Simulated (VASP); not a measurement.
**Te: single point with HSE(alpha, omega)**

Te:

```
Te
1.0
     5.22326    0.00000    0.00000
     0.00000    5.22326    0.00000
     0.00000    0.00000    5.22326
Te
4
Direct
  0.87500 0.12500 0.62500
  0.37500 0.37500 0.37500
  0.12500 0.62500 0.87500
  0.62500 0.87500 0.12500
```

The cell was built by a generator and needn't be a form met in nature.

* Program: VASP 6.6.1
* Task: single point
* Functional: HSE(alpha, omega)
* Potentials or basis: VASP PAW PBE potentials, release 64 (Te)
* Cutoff: 520 eV
* k mesh: 3 × 3 × 3
* Occupations: fermi-dirac, width 0.05 eV
* Spin: no spin polarisation
* Share of exact exchange: 0.3
* Grid for exact exchange (PRECFOCK): Fast
* Further INCAR settings: ALGO = Normal; EDIFF = 1e-06

| Item | Value |
| --- | --- |
| Pressure | -2.6 GPa |
| Band gap on the k mesh | 0.42 eV, indirect (least direct gap 1.01 eV) |

Levels at points of the mesh, in eV from the valence-band top:
| k point | band 9 | band 10 | band 11 | band 12 | band 13 | band 14 | band 15 | band 16 |
| --- | --- | --- | --- | --- | --- | --- | --- | --- |
| (0.00, 0.00, 0.00) | -4.09 | -4.09 | -1.29 | -1.29 | 0.42 | 0.42 | 0.42 | 2.62 |

Wall time 110 s on 1 thread of Intel(R) Xeon(R) 6975P-C (Granite Rapids), with other jobs on the host, peak memory 0.33 GiB.

Caveat: the PAW data sets were made with another functional, which shifts forces and pressure a little; spin-orbit coupling is left out, which moves the levels of the heavy elements; an odd mesh through Γ misses points on the zone boundary, where band edges often lie.
